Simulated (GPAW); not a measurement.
# KTaO3 (Pm-3m) in GPAW: convergence with density grid spacing (A)

Aim: find how far density grid spacing (A) must go before the results for KTaO3 settle, at PBE. This setting moves, with any that are tied to it; all else stays.

Everything below comes from runs of GPAW 26.7.0. Logs are shortened: lines on timing, memory, paths and dates and some standing lists are left out, and cuts for length are marked. The log counts tension as positive stress, the text compression.

### 1 The crystal as given

It takes space group Pm-3m (No. 221, cubic). Conventional cell: a = 3.988 Å, b = 3.988 Å, c = 3.988 Å, α = 90.00°, β = 90.00°, γ = 90.00°. Around Ta (site symmetry m-3m) lie 6 O at 1.99 Å. Around K (site symmetry m-3m) lie 12 O at 2.82 Å. Around O (site symmetry 4/mmm) lie 2 Ta at 1.99 Å.

### 2 With density grid spacing (A) 0.24

File run.py:

```python
from ase import Atoms
from ase.dft.bandgap import bandgap
from ase.io import write
from ase.units import GPa
from gpaw import GPAW, PW

atoms = Atoms(['Ta', 'K', 'O', 'O', 'O'],
              cell=[[3.9883, 0.0, 0.0],
                    [0.0, 3.9883, 0.0],
                    [0.0, 0.0, 3.9883]],
              scaled_positions=[[0.0, 0.0, 0.0],
                                [0.5, 0.5, 0.5],
                                [0.0, 0.0, 0.5],
                                [0.0, 0.5, 0.0],
                                [0.5, 0.0, 0.0]],
              pbc=True)

calc = GPAW(mode=PW(800),
            h=0.24,
            xc='PBE',
            kpts={'size': (5, 5, 5), 'gamma': True},
            occupations={'name': 'fermi-dirac', 'width': 0.05},
            nbands=36,
            convergence={'density': 1e-05, 'energy': 1e-05},
            maxiter=100,
            txt='gpaw.txt')
atoms.calc = calc
energy = atoms.get_potential_energy()
forces = atoms.get_forces()
stress = atoms.get_stress()
calc.write('gs.gpw')
write('result.traj', atoms)
print(f'Energy: {energy:.6f} eV')
print('Forces (eV/A):')
print(forces.round(4))
print('Stress (GPa):', (stress / GPa).round(3))
print('Fermi level:', round(calc.get_fermi_level(), 4), 'eV')
print(f'Gap: {bandgap(calc)[0]:.4f} eV, direct: {bandgap(calc, direct=True)[0]:.4f} eV')
```

Potentials or basis: GPAW PAW data sets (gpaw-data 1.2.1), pw.

Command:

```
$ OMP_NUM_THREADS=1 python run.py
```

Wall time 1.8 s (1 thread of Arm Neoverse V1, shared host); peak memory 0.14 GiB.

The input was rejected before any iteration.

### 3 With density grid spacing (A) 0.2

run.py, as its differences from that of step 2:

```diff
@@ -18,3 +18,3 @@
 calc = GPAW(mode=PW(800),
-            h=0.24,
+            h=0.2,
             xc='PBE',
```

Potentials or basis: GPAW PAW data sets (gpaw-data 1.2.1), pw.

Command:

```
$ OMP_NUM_THREADS=1 python run.py
```

Run time: 16 s. Hardware: 1 thread of Arm Neoverse V1, shared host; peak memory 0.18 GiB.

Results:

- Free energy: -40.0054 eV
- Pressure: 6.7 GPa
- Band gap on the k mesh: 2.29 eV, indirect (least direct gap 2.81 eV)

### 4 With density grid spacing (A) 0.17

run.py, as its differences from that of step 3:

```diff
@@ -18,3 +18,3 @@
 calc = GPAW(mode=PW(800),
-            h=0.2,
+            h=0.17,
             xc='PBE',
```

Command:

```
$ OMP_NUM_THREADS=1 python run.py
```

Wall time 21 s (1 thread of Arm Neoverse V1, shared host); peak memory 0.18 GiB.

Results:

| Quantity | Value |
| --- | --- |
| Free energy | -39.9435 eV |
| Pressure | 6.2 GPa |
| Band gap on the k mesh | 2.29 eV, indirect (least direct gap 2.81 eV) |

### 5 With density grid spacing (A) 0.15

run.py, as its differences from that of step 4:

```diff
@@ -18,3 +18,3 @@
 calc = GPAW(mode=PW(800),
-            h=0.17,
+            h=0.15,
             xc='PBE',
```

Command:

```
$ OMP_NUM_THREADS=1 python run.py
```

It took 24 s on 1 thread of Arm Neoverse V1, shared host; peak memory 0.19 GiB.

The run converged. Its results:

```yaml
Free_energy: -39.9401 eV
Pressure: 6.2 GPa
Band_gap_on_the_k_mesh: 2.29 eV, indirect (least direct gap 2.81 eV)
```

### 6 With density grid spacing (A) 0.13

run.py, as its differences from that of step 5:

```diff
@@ -18,3 +18,3 @@
 calc = GPAW(mode=PW(800),
-            h=0.15,
+            h=0.13,
             xc='PBE',
```

Potentials or basis: GPAW PAW data sets (gpaw-data 1.2.1), pw.

Command:

```
$ OMP_NUM_THREADS=1 python run.py
```

Run time: 26 s. Hardware: 1 thread of Arm Neoverse V1, shared host; peak memory 0.23 GiB.

Results (log left out):

```yaml
Free_energy: -39.9397 eV
Pressure: 6.1 GPa
Band_gap_on_the_k_mesh: 2.29 eV, indirect (least direct gap 2.81 eV)
```

### 7 With density grid spacing (A) 0.11

run.py, as its differences from that of step 6:

```diff
@@ -18,3 +18,3 @@
 calc = GPAW(mode=PW(800),
-            h=0.13,
+            h=0.11,
             xc='PBE',
```

Command:

```
$ OMP_NUM_THREADS=1 python run.py
```

Wall time 50 s (1 thread of Arm Neoverse V1, shared host); peak memory 0.31 GiB.

It converged, with:

```yaml
Free_energy: -39.9395 eV
Pressure: 6.1 GPa
Band_gap_on_the_k_mesh: 2.29 eV, indirect (least direct gap 2.81 eV)
```

### 8 With density grid spacing (A) 0.09

run.py, as its differences from that of step 7:

```diff
@@ -18,3 +18,3 @@
 calc = GPAW(mode=PW(800),
-            h=0.11,
+            h=0.09,
             xc='PBE',
```

Potentials or basis: GPAW PAW data sets (gpaw-data 1.2.1), pw.

Command:

```
$ OMP_NUM_THREADS=1 python run.py
```

gpaw.txt:

```text
__  _  _
 | _ |_)|_||  |
 |__||  | ||/\| - 26.7.0

Input parameters:
  mode=PW(ecut=800.0),
  convergence={'density': 1e-05, 'energy': 1e-05},
  h=0.09,
  kpts=MonkhorstPack(size=(5, 5, 5), gamma=True),
  maxiter=100,
  nbands=36,
  occupations=Occupations(name='fermi-dirac', width=0.05),
  xc=XC(name='PBE')

Diagonalizing LCAO Hamiltonian
Converting LCAO to pw mode
   .---------.
  /|         |
 * |         |
 | |         |
 | |   K     |
 O .---------.
 |O         /
 Ta---O----*

Atoms  # Å, Bohr magnetons
|   | symbol |        x |        y |        z |    initial magnetic moments |
|---|--------|----------|----------|----------|-----------------------------|
| 0 |     Ta | 0.000000 | 0.000000 | 0.000000 | ( 0.0000,  0.0000,  0.0000) |
| 1 |      K | 1.994150 | 1.994150 | 1.994150 | ( 0.0000,  0.0000,  0.0000) |
| 2 |      O | 0.000000 | 0.000000 | 1.994150 | ( 0.0000,  0.0000,  0.0000) |
| 3 |      O | 0.000000 | 1.994150 | 0.000000 | ( 0.0000,  0.0000,  0.0000) |
| 4 |      O | 1.994150 | 0.000000 | 0.000000 | ( 0.0000,  0.0000,  0.0000) |

Unit cell  # Å
| periodic |        x |        y |        z |  lengths |    angles |
|----------|----------|----------|----------|----------|-----------|
|      yes | 3.988300 | 0.000000 | 0.000000 | 3.988300 | 90.000000 |
|      yes | 0.000000 | 3.988300 | 0.000000 | 3.988300 | 90.000000 |
|      yes | 0.000000 | 0.000000 | 3.988300 | 3.988300 | 90.000000 |

Number of symmetries: 48
Symmetry operations  # r_c * U_cc + t_c -> r_c
|    | kind |            matrix            |
|----|------|------------------------------|
|  0 |  E   |  1, 0, 0,  0, 1, 0,  0, 0, 1 |
|  1 |  σ   |  1, 0, 0,  0, 1, 0,  0, 0,-1 |
|  2 |  σ   |  1, 0, 0,  0, 0, 1,  0, 1, 0 |
|  3 |  C4  |  1, 0, 0,  0, 0, 1,  0,-1, 0 |
|  4 |  C4  |  1, 0, 0,  0, 0,-1,  0, 1, 0 |
|  5 |  σ   |  1, 0, 0,  0, 0,-1,  0,-1, 0 |
|  6 |  σ   |  1, 0, 0,  0,-1, 0,  0, 0, 1 |
|  7 |  C2  |  1, 0, 0,  0,-1, 0,  0, 0,-1 |
|  8 |  σ   |  0, 1, 0,  1, 0, 0,  0, 0, 1 |
|  9 |  C2  |  0, 1, 0,  1, 0, 0,  0, 0,-1 |
| 10 |  C3  |  0, 1, 0,  0, 0, 1,  1, 0, 0 |
| 11 |  S6  |  0, 1, 0,  0, 0, 1, -1, 0, 0 |
[... 184 lines left out ...]
convergence criteria:
- Maximum integral of absolute [dens]ity change: 1e-05 electrons / valence electron
- Maximum [total energy] change in last 3 cyles: 1e-05 eV / valence electron
- Maximum integral of absolute [eigenst]ate change: 4e-08 eV^2 / valence electron
maximum number of iterations: 100

SCF iterations
|iter     | |      energy | eigst |  dens |
|---------|-|-------------|-------|-------|
|iter:   1| |  -45.517876 | +0.16 |       |
|iter:   2| |  -43.896123 | -1.66 | -0.87 |
|iter:   3| |  -39.951340 | -0.96 | -0.93 |
|iter:   4| |  -39.931238 | -2.85 | -1.54 |
|iter:   5| |  -39.940071 | -3.17 | -1.76 |
|iter:   6| |  -39.939408 | -4.62 | -2.70 |
|iter:   7| |  -39.939473 | -5.54 | -3.16 |
|iter:   8| |  -39.939481c| -6.92 | -3.72 |
|iter:   9| |  -39.939482c| -8.13c| -4.53 |
|iter:  10| |  -39.939482c| -8.04c| -5.16c|

Converged in 10 steps
Energy contributions relative to reference atoms: (reference = -446677.251523)

Energy contributions:
  Kinetic:          37.843123
  Coulomb:         -41.989922
  Zero:              0.086239
  External:          0.000000
  Xc:              -35.878922
  Entropy:          -0.000000
  Spinorbit:         0.000000
  ----------------------------
  Free energy:     -39.939482
  Extrapolated:    -39.939482

dipole moment: (-36.812382, -36.812382, -36.812382)  # |e|*Ang

Fermi level: 6.404
Eigenvalues  # (at kpt = [0.000, 0.000, 0.000])
| band index |      eig [eV] | occ [0-2] |
|------------|---------------|-----------|
|          0 |       -62.021 |     2.000 |
|        ... |               |           |
|         12 |         3.002 |     2.000 |
|         13 |         3.002 |     2.000 |
|         14 |         4.353 |     2.000 |
|         15 |         4.353 |     2.000 |
|         16 |         4.353 |     2.000 |
|         17 |         4.789 |     2.000 |
[... 8 lines left out ...]
|         26 |        13.486 |     0.000 |
|         27 |        13.486 |     0.000 |
|        ... |               |           |
|         35 |        25.198 |     0.000 |

Gap: 2.291 eV
Transition (v -> c):
  (s=0, k=9, n=19, [0.40, 0.40, 0.40]) -> (s=0, k=0, n=20, [0.00, 0.00, 0.00])
Direct/indirect transitions are different
Direct gap: 2.808 eV
Transition at: (s=0, k=0, n=19, [0.00, 0.00, 0.00])

Forces  # eV/Ang
|        x |        y |        z |
|----------|----------|----------|
| -0.00000 |  0.00000 |  0.00000 |  # Ta   0
|  0.00000 |  0.00000 |  0.00000 |  # K    1
| -0.00000 | -0.00000 |  0.00000 |  # O    2
|  0.00000 |  0.00000 | -0.00000 |  # O    3
| -0.00000 |  0.00000 |  0.00000 |  # O    4

Stress tensor  # eV/Ang^3
|         x |         y |         z |
|-----------|-----------|-----------|
| -0.038365 | -0.000000 |  0.000000 |
| -0.000000 | -0.038365 |  0.000000 |
|  0.000000 |  0.000000 | -0.038365 |

# Writing to gs.gpw (mode='')
```

stdout:

```text
Energy: -39.939482 eV
Forces (eV/A):
[[-0.  0.  0.]
 [ 0.  0.  0.]
 [-0. -0.  0.]
 [ 0.  0. -0.]
 [-0.  0.  0.]]
Stress (GPa): [-6.147 -6.147 -6.147  0.     0.    -0.   ]
Fermi level: 6.4039 eV
Gap: 2.2905 eV, direct: 2.8075 eV
```

It took 72 s on 1 thread of Arm Neoverse V1, shared host; peak memory 0.38 GiB.

Results:

| Quantity | Value |
| --- | --- |
| Free energy | -39.9395 eV |
| Pressure | 6.1 GPa |
| Band gap on the k mesh | 2.29 eV, indirect (least direct gap 2.81 eV) |

### 9 The series at a glance

```
density grid spacing (A)  energy less the tightest run, at zero smearing (meV/atom)  pressure (GPa)  SCF cycles  CPU time (s)  peak memory (GiB)
                    0.24                                                    refused               -           -             -                  -
                     0.2                                                     -13.19            6.72          10            16               0.18
                    0.17                                                      -0.81            6.20          10            21               0.18
                    0.15                                                      -0.13            6.15          10            24               0.19
                    0.13                                                      -0.04            6.15          10            26               0.23
                    0.11                                                      -0.01            6.15          10            50               0.31
                    0.09                                                       0.00            6.15          10            72               0.38
```

Against the tightest run, the energy stays within 1 meV/atom from 0.17 on; the pressure stays within 0.1 GPa from 0.17 on. The tightest run that finished is the yardstick and may itself not be fully converged.

Caveats: spin-orbit coupling is left out, which moves the levels of the heavy elements; an odd mesh through Γ misses points on the zone boundary, where band edges often lie.
